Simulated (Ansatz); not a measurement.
The system is InAs.

```
CELL_PARAMETERS angstrom
0.00000 3.01800 3.01800
3.01800 0.00000 3.01800
3.01800 3.01800 0.00000
ATOMIC_POSITIONS crystal
In 0.00000 0.00000 0.00000
As 0.75000 0.75000 0.75000
```

| Item | Value |
| --- | --- |
| Program | Ansatz 0.2.0 |
| Task | relaxation of cell and atoms |
| Functional | revPBE |
| Potentials or basis | Ansatz PAW |
| Cutoff | 420 eV (not typed: the program's choice for these potentials) |
| k mesh | 8 × 8 × 8 |
| Occupations | fermi-dirac, width 0.05 eV |
| Spin | no spin polarisation |

At the start: volume 27.49 Å³/atom.

Problem. How do energy, volume and symmetry change on relaxing?

Solution. It ends after 5 steps and the volume is 30.31 Å³/atom (+10.3 %); space group F-43m (No. 216, to 0.05 Å).

The path:
| step | energy change (eV) | largest force (eV/Å) | volume (Å³) |
| --- | --- | --- | --- |
| 1 | 0.0000 | 0.0000 | 54.98 |
| 2 | -0.0825 | 0.0000 | 62.17 |
| 3 | -0.0878 | 0.0000 | 60.90 |
| 4 | -0.0880 | 0.0000 | 60.62 |
| 5 | -0.0892 | 0.0000 | 60.62 |

Final structure:
```cif
data_structure
_symmetry_space_group_name_H-M 'P 1'
_symmetry_Int_Tables_number 1
_cell_length_a 4.4095
_cell_length_b 4.4095
_cell_length_c 4.4095
_cell_angle_alpha 60.000
_cell_angle_beta 60.000
_cell_angle_gamma 60.000
_cell_volume 60.62
loop_
_atom_site_label
_atom_site_type_symbol
_atom_site_fract_x
_atom_site_fract_y
_atom_site_fract_z
_atom_site_occupancy
In1 In 0.00000 0.00000 0.00000 1
As1 As 0.75000 0.75000 0.75000 1
```

Caveat: the plane-wave basis is chosen anew once the cell has moved, so the energies of steps on either side of that aren't comparable; the volume moved by +10 % from the deposited cell, more than functionals usually miss; the PAW data sets come from PBE, with cores solved anew for the run's functional, which leaves a small shift of forces and pressure.
